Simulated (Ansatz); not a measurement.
**AlP (F-43m): what a change of settings does**

```
Al P
1.0
     0.00000    2.65035    2.65035
     2.65035    0.00000    2.65035
     2.65035    2.65035    0.00000
Al P
1 1
Direct
  0.00000 0.00000 0.00000
  0.75000 0.75000 0.75000
```

The cell was relaxed at 10 GPa.

Level of theory, where no other is named: PBEsol, all-electron LAPW in Ansatz 0.2.0, scalar-relativistic. k mesh 8×8×8, strains of ±0.008, fixed occupations, basis error target 1 meV/atom. The cell was relaxed by PAW under this functional.

With these settings the run gives C11 = 161.4, C44 = 59.3 GPa and B_V = 124.8 GPa (relaxed ions).

Task: The run is repeated in the same cell with kpoints.mp_grid.grid from [8, 8, 8] to [6, 6, 6]. What moves, and by how much?

Result: C11: +0.24 %; C44: +0.67 %; B_V: +0.24 %.

Known limits: constants at zero field, no piezoelectric stiffening.
